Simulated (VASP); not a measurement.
A run of VASP 6.6.1 is set up as follows.

File INCAR:

```
SYSTEM = KF
  PREC = Accurate
  ENCUT = 520
  EDIFF = 1E-6
  ISMEAR = 0
  SIGMA = 0.02
  LREAL = .False.
  LASPH = .True.
  NELM = 80
  ALGO = Fast
  ISIF = 2
  LWAVE = .False.
  LCHARG = .True.
  GGA = PS
  LELF = .True.
  LVHAR = .True.
  NBANDS = 15
```

File KPOINTS:

```
Automatic mesh
0
Gamma
  8 8 8
  0 0 0
```

Contents of POSCAR:

```
KF
1.0
    0.0000000000      2.6252967950      2.6252967950
    2.6252967950      0.0000000000      2.6252967950
    2.6252967950      2.6252967950      0.0000000000
K F
1 1
Direct
    0.0000000000      0.0000000000      0.0000000000
    0.5000000000      0.5000000000      0.5000000000
```

Potentials or basis: VASP PAW PBE potentials, release 64 (K_sv, F).

Command:

```bash
$ cat potpaw_PBE.64/K_sv/POTCAR potpaw_PBE.64/F/POTCAR > POTCAR
$ mpirun -np 1 vasp_std > vasp.out
```

**Question.** What does it give for the pressure?

**Answer.** 1.2 GPa.

**Question.** What does it give for the band gap on the k mesh?

**Answer.** 6.30 eV, direct.

Caveat: the PAW data sets were made with another functional, which shifts forces and pressure a little. A k mesh can miss the band edges.
